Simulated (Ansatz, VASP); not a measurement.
**One calculation of GaH6, two programs**

```xyz
7
Lattice="-2.1099 2.1099 2.1099 2.1099 -2.1099 2.1099 2.1099 2.1099 -2.1099" Properties=species:S:1:pos:R:3 pbc="T T T"
Ga    0.0000    0.0000    0.0000
H     1.0549    2.1099    0.0000
H     1.0549    0.0000    2.1099
H     0.0000    1.0549    2.1099
H     2.1099    1.0549    0.0000
H     2.1099    0.0000    1.0549
H     0.0000    2.1099    1.0549
```

Alike in both runs: functional PBE; k mesh 4 × 4 × 4; occupations gaussian, width 0.1 eV; no spin polarisation.

Ansatz relaxed the structure, and its values are those at the end. VASP's run is a single point on that final structure, the one shown.

|  | VASP | Ansatz |
| --- | --- | --- |
| version | VASP 6.6.1 | Ansatz 0.2.0 |
| potentials or method | VASP PAW PBE potentials, release 64 (Ga_d, H) | scalar-relativistic, plane waves, PAW |
| plane-wave cutoff (eV) | 520 | 420 |
| valence electrons in the cell | 19 | 19 |

|  | VASP | Ansatz | Ansatz less VASP |
| --- | --- | --- | --- |
| gap on the k mesh at the Fermi level (eV) | none | none | - |
| pressure (GPa) | 0.1 | 0.1 | +0.07 |

A gap of «none» marks a metal or a gap that the smearing closes.

Caveats: the k mesh is coarse (spacing up to 0.53 Å⁻¹), so the values aren't converged.
